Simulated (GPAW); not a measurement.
# BaTiO3 (P4mm) in GPAW: further runs

One crystal, BaTiO3, is run at these levels: revPBE, BP86+D3; tasks: relaxation of cell and atoms.

Program: GPAW 26.7.0. These are calculated values, not measurements. Logs are shortened: lines on timing, memory, paths and dates and some standing lists are left out, and cuts for length are marked. The log counts tension as positive stress, the text compression.

## 1. The crystal as given

It takes space group P4mm (No. 99, tetragonal). Conventional cell: a = 4.000 Å, b = 4.000 Å, c = 4.018 Å, α = 90.00°, β = 90.00°, γ = 90.00°. Around Ba (site symmetry 4mm) lie 12 O at 2.79 to 2.88 Å. Ti (site symmetry 4mm) has 6 O at 1.89 to 2.13 Å as nearest neighbours. Around O (site symmetry 2mm) lie 2 Ti at 2.00 Å. O (site symmetry 4mm) has 2 Ti at 1.89 to 2.13 Å as nearest neighbours.

## 2. Relaxation of cell and atoms, revPBE

Contents of run.py:

```python
from ase.filters import FrechetCellFilter
from ase.io import write
from ase.optimize import BFGS
from ase.spacegroup import crystal
from gpaw import GPAW, PW

# Ba 1a
# Ti 1b
# O 2c
# O 1b
atoms = crystal(['Ba', 'Ti', 'O', 'O'],
                basis=[[0.0, 0.0, 0.0],
                       [0.5, 0.5, 0.49],
                       [0.0, 0.5, 0.517],
                       [0.5, 0.5, 0.019]],
                spacegroup=99, setting=1,  # P4mm
                cellpar=[3.9998, 3.9998, 4.018, 90.0, 90.0, 90.0],
                primitive_cell=True)

calc = GPAW(mode=PW(800),
            xc='revPBE',
            kpts={'size': (4, 4, 4), 'gamma': True},
            occupations={'name': 'fermi-dirac', 'width': 0.05},
            nbands=36,
            convergence={'density': 1e-06, 'energy': 1e-06, 'eigenstates': 1e-10},
            maxiter=150,
            txt='gpaw.txt')
atoms.calc = calc
opt = BFGS(FrechetCellFilter(atoms), trajectory='relax.traj', logfile='-')
done = opt.run(fmax=0.01, steps=40)
calc.write('gs.gpw')
write('result.traj', atoms)
print('Converged:', done)
print('Cell:', atoms.cell.cellpar().round(4))
print('Volume:', round(atoms.get_volume(), 4))
print(atoms.get_scaled_positions().round(5))
```

Potentials or basis: the program's PAW data sets (release 1.2.1) made for this functional, pw.

Started as:

```
> OMP_NUM_THREADS=1 python run.py
```

gpaw.txt:

```text
__  _  _
 | _ |_)|_||  |
 |__||  | ||/\| - 26.7.0

Input parameters:
  mode=PW(ecut=800.0),
  convergence={'density': 1e-06, 'energy': 1e-06, 'eigenstates': 1e-10},
  kpts=MonkhorstPack(size=(4, 4, 4), gamma=True),
  maxiter=150,
  nbands=36,
  occupations=Occupations(name='fermi-dirac', width=0.05),
  xc=XC(name='revPBE')

Diagonalizing LCAO Hamiltonian
Converting LCAO to pw mode
   .---------.
  /|         |
 * |         |
 |O|         |
 | |  OTi    |
 | .---------.
 |/    O    /
 Ba--------*

Atoms  # Å, Bohr magnetons
|   | symbol |        x |        y |        z |    initial magnetic moments |
|---|--------|----------|----------|----------|-----------------------------|
| 0 |     Ba | 0.000000 | 0.000000 | 0.000000 | ( 0.0000,  0.0000,  0.0000) |
| 1 |     Ti | 1.999900 | 1.999900 | 1.968820 | ( 0.0000,  0.0000,  0.0000) |
| 2 |      O | 0.000000 | 1.999900 | 2.077306 | ( 0.0000,  0.0000,  0.0000) |
| 3 |      O | 1.999900 | 0.000000 | 2.077306 | ( 0.0000,  0.0000,  0.0000) |
| 4 |      O | 1.999900 | 1.999900 | 0.076342 | ( 0.0000,  0.0000,  0.0000) |

Unit cell  # Å
| periodic |        x |        y |        z |  lengths |    angles |
|----------|----------|----------|----------|----------|-----------|
|      yes | 3.999800 | 0.000000 | 0.000000 | 3.999800 | 90.000000 |
|      yes | 0.000000 | 3.999800 | 0.000000 | 3.999800 | 90.000000 |
|      yes | 0.000000 | 0.000000 | 4.018000 | 4.018000 | 90.000000 |

Number of symmetries: 8
Symmetry operations  # r_c * U_cc + t_c -> r_c
|   | kind |            matrix            |
|---|------|------------------------------|
| 0 |  E   |  1, 0, 0,  0, 1, 0,  0, 0, 1 |
| 1 |  σ   |  1, 0, 0,  0,-1, 0,  0, 0, 1 |
| 2 |  σ   |  0, 1, 0,  1, 0, 0,  0, 0, 1 |
| 3 |  C4  |  0, 1, 0, -1, 0, 0,  0, 0, 1 |
| 4 |  C4  |  0,-1, 0,  1, 0, 0,  0, 0, 1 |
| 5 |  σ   |  0,-1, 0, -1, 0, 0,  0, 0, 1 |
| 6 |  σ   | -1, 0, 0,  0, 1, 0,  0, 0, 1 |
| 7 |  C2  | -1, 0, 0,  0,-1, 0,  0, 0, 1 |
[... 224 lines left out ...]
Stress tensor  # eV/Ang^3
|         x |         y |         z |
|-----------|-----------|-----------|
| -0.041304 |  0.000000 | -0.000000 |
|  0.000000 | -0.041304 |  0.000000 |
| -0.000000 |  0.000000 | -0.047649 |

Forces  # eV/Ang
|        x |       y |        z |
|----------|---------|----------|
|  0.00000 | 0.00000 |  0.06545 |  # Ba   0
| -0.00000 | 0.00000 | -0.15506 |  # Ti   1
|  0.00000 | 0.00000 | -0.08019 |  # O    2
|  0.00000 | 0.00000 | -0.08019 |  # O    3
|  0.00000 | 0.00000 |  0.25070 |  # O    4

Interpolating wave functions to new cell

         O    Ti
            O
              O
       Ba

Atoms  # Å, Bohr magnetons
|   | symbol |        x |        y |        z |    initial magnetic moments |
|---|--------|----------|----------|----------|-----------------------------|
| 0 |     Ba | 0.000000 | 0.000000 | 0.000937 | ( 0.0000,  0.0000,  0.0000) |
| 1 |     Ti | 2.002937 | 2.002937 | 1.970050 | ( 0.0000,  0.0000,  0.0000) |
| 2 |      O | 0.000000 | 2.002937 | 2.079797 | ( 0.0000,  0.0000,  0.0000) |
| 3 |      O | 2.002937 | 0.000000 | 2.079797 | ( 0.0000,  0.0000,  0.0000) |
| 4 |      O | 2.002937 | 2.002937 | 0.080063 | ( 0.0000,  0.0000,  0.0000) |

Unit cell  # Å
| periodic |        x |        y |        z |  lengths |    angles |
|----------|----------|----------|----------|----------|-----------|
|      yes | 4.005873 | 0.000000 | 0.000000 | 4.005873 | 90.000000 |
|      yes | 0.000000 | 4.005873 | 0.000000 | 4.005873 | 90.000000 |
|      yes | 0.000000 | 0.000000 | 4.025039 | 4.025039 | 90.000000 |

Number of symmetries: 8
Symmetry operations  # r_c * U_cc + t_c -> r_c
|   | kind |            matrix            |
|---|------|------------------------------|
| 0 |  E   |  1, 0, 0,  0, 1, 0,  0, 0, 1 |
| 1 |  σ   |  1, 0, 0,  0,-1, 0,  0, 0, 1 |
| 2 |  σ   |  0, 1, 0,  1, 0, 0,  0, 0, 1 |
| 3 |  C4  |  0, 1, 0, -1, 0, 0,  0, 0, 1 |
| 4 |  C4  |  0,-1, 0,  1, 0, 0,  0, 0, 1 |
| 5 |  σ   |  0,-1, 0, -1, 0, 0,  0, 0, 1 |
| 6 |  σ   | -1, 0, 0,  0, 1, 0,  0, 0, 1 |
| 7 |  C2  | -1, 0, 0,  0,-1, 0,  0, 0, 1 |
[... 221 lines left out ...]
Stress tensor  # eV/Ang^3
|         x |         y |         z |
|-----------|-----------|-----------|
| -0.036211 |  0.000000 | -0.000000 |
|  0.000000 | -0.036211 |  0.000000 |
| -0.000000 |  0.000000 | -0.043279 |

Forces  # eV/Ang
|        x |       y |        z |
|----------|---------|----------|
|  0.00000 | 0.00000 |  0.04899 |  # Ba   0
|  0.00000 | 0.00000 | -0.16414 |  # Ti   1
|  0.00000 | 0.00000 | -0.06165 |  # O    2
|  0.00000 | 0.00000 | -0.06165 |  # O    3
| -0.00000 | 0.00000 |  0.23926 |  # O    4

Interpolating wave functions to new cell

         O    Ti
            O
              O
       Ba

Atoms  # Å, Bohr magnetons
|   | symbol |        x |         y |        z |    initial magnetic moments |
|---|--------|----------|-----------|----------|-----------------------------|
| 0 |     Ba | 0.000000 |  0.000000 | 0.008148 | ( 0.0000,  0.0000,  0.0000) |
| 1 |     Ti | 2.030044 |  2.030044 | 1.977951 | ( 0.0000,  0.0000,  0.0000) |
| 2 |      O | 0.000000 |  2.030044 | 2.104413 | ( 0.0000,  0.0000,  0.0000) |
| 3 |      O | 2.030044 | -0.000000 | 2.104413 | ( 0.0000,  0.0000,  0.0000) |
| 4 |      O | 2.030044 |  2.030044 | 0.116378 | ( 0.0000,  0.0000,  0.0000) |

Unit cell  # Å
| periodic |        x |         y |         z |  lengths |    angles |
|----------|----------|-----------|-----------|----------|-----------|
|      yes | 4.060089 | -0.000000 | -0.000000 | 4.060089 | 90.000000 |
|      yes | 0.000000 |  4.060089 | -0.000000 | 4.060089 | 90.000000 |
|      yes | 0.000000 | -0.000000 |  4.090198 | 4.090198 | 90.000000 |
[... 229 lines left out ...]
Gap: 1.757 eV
Transition (v -> c):
  (s=0, k=17, n=19, [0.50, 0.50, 0.50]) -> (s=0, k=0, n=20, [0.00, 0.00, 0.00])
Direct/indirect transitions are different
Direct gap: 2.149 eV
Transition at: (s=0, k=0, n=19, [0.00, 0.00, 0.00])

Stress tensor  # eV/Ang^3
|         x |        y |         z |
|-----------|----------|-----------|
|  0.003921 | 0.000000 | -0.000000 |
|  0.000000 | 0.003921 |  0.000000 |
| -0.000000 | 0.000000 | -0.011886 |

Forces  # eV/Ang
|       x |       y |        z |
|---------|---------|----------|
| 0.00000 | 0.00000 | -0.07470 |  # Ba   0
| 0.00000 | 0.00000 | -0.21805 |  # Ti   1
| 0.00000 | 0.00000 |  0.07276 |  # O    2
| 0.00000 | 0.00000 |  0.07276 |  # O    3
| 0.00000 | 0.00000 |  0.14956 |  # O    4

Interpolating wave functions to new cell

         O    Ti
            O
              O
       Ba
[... 269 lines left out ...]
         O    Ti
            O

              O
       Ba

Atoms  # Å, Bohr magnetons
|   | symbol |        x |         y |        z |    initial magnetic moments |
|---|--------|----------|-----------|----------|-----------------------------|
| 0 |     Ba | 0.000000 |  0.000000 | 0.005401 | ( 0.0000,  0.0000,  0.0000) |
| 1 |     Ti | 2.035948 |  2.035948 | 1.971781 | ( 0.0000,  0.0000,  0.0000) |
| 2 |      O | 0.000000 |  2.035948 | 2.119480 | ( 0.0000,  0.0000,  0.0000) |
| 3 |      O | 2.035948 | -0.000000 | 2.119480 | ( 0.0000,  0.0000,  0.0000) |
| 4 |      O | 2.035948 |  2.035948 | 0.134853 | ( 0.0000,  0.0000,  0.0000) |

Unit cell  # Å
| periodic |        x |         y |         z |  lengths |    angles |
|----------|----------|-----------|-----------|----------|-----------|
|      yes | 4.071895 | -0.000000 | -0.000000 | 4.071895 | 90.000000 |
|      yes | 0.000000 |  4.071895 | -0.000000 | 4.071895 | 90.000000 |
|      yes | 0.000000 | -0.000000 |  4.115808 | 4.115808 | 90.000000 |
[... 4076 lines left out ...]
Forces  # eV/Ang
|        x |        y |        z |
|----------|----------|----------|
|  0.00000 | -0.00000 |  0.00028 |  # Ba   0
|  0.00000 | -0.00000 |  0.00178 |  # Ti   1
| -0.00000 | -0.00000 |  0.00046 |  # O    2
| -0.00000 | -0.00000 |  0.00046 |  # O    3
|  0.00000 |  0.00000 | -0.00304 |  # O    4

# Writing to gs.gpw (mode='')
```

It took 25 min on 1 thread of Arm Neoverse N1, shared host; peak memory 0.41 GiB.

What came out:

```yaml
Free_energy: -37.8226 eV
Relaxed_volume: 13.92 Å³/atom
Relaxed_cell: a = 4.002 Å, b = 4.002 Å, c = 4.346 Å, α = 90.00°, β = 90.00°, γ = 90.00°
Space_group_after_relaxing_to_0.05_Å: P4mm (No. 99)
Energy_gained_by_relaxing: 26.4 meV/atom
Ionic_steps: 19
Pressure_after_relaxing: 0.0 GPa
Largest_force_after_relaxing: 0.003 eV/Å
Band_gap_on_the_k_mesh: 1.81 eV, indirect (least direct gap 2.44 eV)
```

Forces on the atoms (eV/Å):
```
Ba   0.000  0.000  0.000
Ti   0.000  0.000  0.002
O    0.000  0.000  0.000
O    0.000  0.000  0.000
O    0.000  0.000 -0.003
```

The path:
| step | energy change (eV) | largest force (eV/Å) | pressure (GPa) | volume (Å³) |
| --- | --- | --- | --- | --- |
| 1 | 0.0000 | 0.2507 | 6.96 | 64.28 |
| 2 | -0.0145 | 0.2393 | 6.18 | 64.59 |
| 3 | -0.0848 | 0.2181 | 0.22 | 67.42 |
| 4 | -0.0883 | 0.1817 | -0.39 | 67.84 |
| 5 | -0.0924 | 0.1108 | -0.76 | 68.24 |
| 6 | -0.0964 | 0.1217 | -0.70 | 68.48 |
| 7 | -0.1013 | 0.2845 | -0.23 | 68.49 |
| 8 | -0.1084 | 0.3848 | 0.60 | 68.26 |
| 9 | -0.1144 | 0.2960 | 1.02 | 68.14 |
| 10 | -0.1200 | 0.1541 | 0.83 | 68.38 |
| 11 | -0.1261 | 0.1371 | 0.16 | 69.00 |
| 12 | -0.1292 | 0.1075 | -0.33 | 69.59 |
| 13 | -0.1305 | 0.0808 | -0.43 | 69.86 |
| 14 | -0.1313 | 0.0727 | -0.34 | 69.94 |
| 15 | -0.1317 | 0.0606 | -0.12 | 69.85 |
| 16 | -0.1318 | 0.0559 | 0.08 | 69.69 |
| 17 | -0.1318 | 0.0442 | 0.15 | 69.59 |
| 18 | -0.1319 | 0.0208 | 0.12 | 69.57 |
| 19 | -0.1320 | 0.0030 | 0.04 | 69.62 |

Final structure:
```yaml
crystal:
  lattice:
    - [4.00207, 0.00000, 0.00000]
    - [0.00000, 4.00207, 0.00000]
    - [0.00000, 0.00000, 4.34649]
  atoms:
    - { symbol: Ba, position: [0.00000, 0.00000, 0.98175] }
    - { symbol: Ti, position: [0.50000, 0.50000, 0.46601] }
    - { symbol: O, position: [0.00000, 0.50000, 0.52274] }
    - { symbol: O, position: [0.50000, 0.00000, 0.52274] }
    - { symbol: O, position: [0.50000, 0.50000, 0.05043] }
```

Caveat: the k mesh is coarse; later steps reuse the first step's grids; spin-orbit coupling is left out, which moves the levels of the heavy elements. A k mesh can miss the band edges.

## 3. Relaxation of cell and atoms, BP86+D3

Contents of run.py:

```python
from ase.calculators.mixing import SumCalculator
from ase.filters import FrechetCellFilter
from ase.io import read, write
from ase.optimize import BFGS
from dftd3.ase import DFTD3
from gpaw import GPAW, PW, setup_paths

setup_paths.insert(0, '.')

atoms = read('BaTiO3.cif')

calc = GPAW(mode=PW(800),
            xc='GGA_X_B88+GGA_C_P86',
            kpts={'size': (4, 4, 4), 'gamma': True},
            occupations={'name': 'fermi-dirac', 'width': 0.05},
            nbands=36,
            convergence={'density': 1e-05, 'energy': 1e-05},
            maxiter=150,
            txt='gpaw.txt')
atoms.calc = SumCalculator([calc, DFTD3(method='bp', damping='d3zero')])
opt = BFGS(FrechetCellFilter(atoms), trajectory='relax.traj', logfile='-')
done = opt.run(fmax=0.01, steps=100)
calc.write('gs.gpw')
write('result.traj', atoms)
print('Converged:', done)
print('Cell:', atoms.cell.cellpar().round(4))
print('Volume:', round(atoms.get_volume(), 4))
print(atoms.get_scaled_positions().round(5))
```

Contents of BaTiO3.cif:

```cif
data_BaTiO3
_cell_length_a 3.99980000
_cell_length_b 3.99980000
_cell_length_c 4.01800000
_cell_angle_alpha 90.00000000
_cell_angle_beta 90.00000000
_cell_angle_gamma 90.00000000
_space_group_name_H-M_alt 'P4mm'
_space_group_name_Hall 'P 4 -2'
_space_group_IT_number 99
loop_
_space_group_symop_operation_xyz
'x,y,z'
'-y,x,z'
'-x,-y,z'
'y,-x,z'
'-x,y,z'
'y,x,z'
'x,-y,z'
'-y,-x,z'
loop_
_atom_site_label
_atom_site_type_symbol
_atom_site_symmetry_multiplicity
_atom_site_Wyckoff_symbol
_atom_site_fract_x
_atom_site_fract_y
_atom_site_fract_z
_atom_site_occupancy
Ba1 Ba 1 a 0.0000000000 0.0000000000 0.0000000000 1
Ti1 Ti 1 b 0.5000000000 0.5000000000 0.4900000000 1
O1 O 2 c 0.0000000000 0.5000000000 0.5170000000 1
O2 O 1 b 0.5000000000 0.5000000000 0.0190000000 1
```

Potentials or basis: PAW data sets generated in the run's folder for this functional, pw.

Started as:

```
> gpaw-setup -f GGA_X_B88+GGA_C_P86 Ba O Ti
> OMP_NUM_THREADS=1 python run.py
```

Run time: 12 min. Hardware: 1 thread of Arm Neoverse N1, shared host; peak memory 0.32 GiB.

The run converged. Its results:

| Quantity | Value |
| --- | --- |
| Free energy | -40.7739 eV |
| Relaxed volume | 12.90 Å³/atom |
| Relaxed cell | a = 3.974 Å, b = 3.974 Å, c = 4.084 Å, α = 90.00°, β = 90.00°, γ = 90.00° |
| Space group after relaxing (to 0.05 Å) | P4mm (No. 99) |
| Energy gained by relaxing | 2.6 meV/atom |
| Ionic steps | 12 |
| Pressure after relaxing | 0.1 GPa |
| Largest force after relaxing | 0.009 eV/Å |
| Band gap on the k mesh | 1.84 eV, indirect (least direct gap 2.27 eV) |
| Dispersion energy per atom | -0.315 eV |

Forces in eV/Å, atoms in the order of the input:
```
Ba   0.000  0.000 -0.008
Ti   0.000  0.000 -0.006
O    0.000  0.000  0.009
O    0.000  0.000  0.009
O    0.000  0.000 -0.004
```

Stress tensor (GPa, compression positive):
```
0.12 0.00 0.00
0.00 0.12 0.00
0.00 0.00 0.03
```

The path:
```
step  energy change (eV)  largest force (eV/Å)  pressure (GPa)  volume (Å³)
   1              0.0000                0.2915           -0.85        64.28
   2             -0.0019                0.2389           -0.66        64.24
   3             -0.0057                0.0808            0.48        64.06
   4             -0.0063                0.0315            0.28        64.10
   5             -0.0070                0.0458            0.14        64.14
   6             -0.0093                0.1272           -0.12        64.26
   7             -0.0112                0.1454           -0.11        64.36
   8             -0.0123                0.0842            0.11        64.41
   9             -0.0126                0.0619            0.20        64.43
  10             -0.0129                0.0465            0.23        64.45
  11             -0.0131                0.0174            0.17        64.48
  12             -0.0132                0.0093            0.09        64.51
```

Final structure:
```
Ba Ti O
1.0
     3.97413    0.00000    0.00000
     0.00000    3.97413    0.00000
     0.00000    0.00000    4.08449
Ba Ti O
1 1 3
Direct
  0.00000 0.00000 0.99717
  0.50000 0.50000 0.48017
  0.00000 0.50000 0.51808
  0.50000 0.00000 0.51808
  0.50000 0.50000 0.02963
```

Levels at points of the mesh, in eV from the valence-band top:
```
           k point  band 16  band 17  band 18  band 19  band 20  band 21  band 22  band 23  band 24  band 25
(0.00, 0.00, 0.00)    -1.47    -1.26    -0.58    -0.44    -0.44     1.84     2.26     2.26     4.11     4.24
(0.00, 0.00, 0.50)    -2.04    -2.01    -2.00    -0.71    -0.71     1.97     3.56     3.56     4.10     6.06
(0.50, 0.00, 0.00)    -1.98    -1.92    -1.72    -1.25    -1.06     2.37     3.55     3.62     4.16     5.83
(0.50, 0.00, 0.50)    -2.69    -1.77    -1.03    -0.98    -0.33     3.58     3.59     3.91     4.93     7.49
(0.50, 0.50, 0.00)    -2.87    -1.87    -1.06    -1.06    -0.07     3.65     3.65     4.02     4.52     7.72
(0.50, 0.50, 0.50)    -2.50    -2.50    -0.26    -0.26     0.00     4.16     4.16     4.22     6.38     6.64
```

Caveat: the k mesh is coarse; later steps reuse the first step's grids; spin-orbit coupling is left out, which moves the levels of the heavy elements. A k mesh can miss the band edges.
